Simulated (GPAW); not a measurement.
Runs of GPAW 26.7.0 on W. The structure is cubic, space group Im-3m (No. 229). Conventional cell: a = 3.165 Å, b = 3.165 Å, c = 3.165 Å, α = 90.00°, β = 90.00°, γ = 90.00°. Around W (site symmetry m-3m) lie 8 W at 2.74 Å. 

```csv
U,gap on the mesh (eV),pressure (GPa)
W d U = 3 eV,none,-5.3
W d U = 8 eV,none,9.8
W d U = 6 eV,none,2.7
W d U = 4 eV,none,(a)
W d U = 5 eV,none,(b)
```

Alike in all rows: task single point; level LDA+U; potentials or basis the program's PAW data sets (release 1.2.1) made for this functional, pw; no spin polarisation; cell as given; k mesh 12 × 12 × 12; cutoff (eV) 600; smearing fermi-dirac 0.05 eV.

Question: Fill in the values left out.

Answer: (a) -3.2; (b) -0.7.

Caveats: U without spin polarisation on a metal has little footing; the U is typed as a test and isn't derived for this compound.

A k mesh can miss the band edges, and the runs leave out spin-orbit coupling on W.

A gap of «none» marks a metal or a gap under the smearing width.
